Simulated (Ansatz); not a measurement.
**Zone-centre phonons of InSb at -3 GPa: input and output**

The calculation used DFT PBE, scalar-relativistic, plane waves, PAW in Ansatz 0.2.0.

Launched with:
```bash
ansatz run input.yaml --threads 1 --pin off --max-ram 3072MiB --backend cpu --events-out ev --progress --plain --runs-dir out
```

Input (bare energies are in eV):
```yaml
crystal:
  lattice:
    - [0.0, 3.4404950638, 3.4404950638]
    - [3.4404950638, 0.0, 3.4404950638]
    - [3.4404950638, 3.4404950638, 0.0]
  atoms:
    - { symbol: In, position: [0.0, 0.0, 0.0] }
    - { symbol: Sb, position: [0.75, 0.75, 0.75] }
basis:
  ecutwfc: 420
kpoints:
  mp_grid: { grid: [12, 12, 12] }
hamiltonian:
  xc: pbe
scf:
  occupations: { method: fermi_dirac, width: 0.15 }
output:
  eigenvalues: true
phonons:
  method: dfpt
  eigenvectors: true
```

The end of the output:
```
--- Phonons (Γ-DFPT): 2 representative perturbations + reference, on 163 of 1728 k-points (Σ response iterations 6) ---
  k mesh reduced under 8 symmetry operations, with k and −k counted as one. Each operation leaves every solved displacement unchanged or reverses it
  ASR residual: 1.556e-4 → 0.000e0 eV/Å²; symmetrization residual: 7.472e-5 eV/Å²
  ASR residual per site (eV/Å²): 1.56e-4 3.20e-5
  Γ frequencies (cm⁻¹): 0.00 0.00 0.00 139.05 139.05 139.05
  non-analytic LO–TO correction: not included (Born effective charges unavailable; polar crystals: no LO–TO splitting at Γ)
```

Time: 100 s on 1 thread of Arm Neoverse V1, with other jobs on the host, peak memory 1 GiB.

Without a gap, frequencies and elastic constants depend on the k mesh and the smearing, soft modes and shear constants most.

The bands only touch here, so at this level the crystal is a zero-gap semiconductor or semimetal, not an ordinary metal; spin–orbit coupling, left out, can open or move such a gap.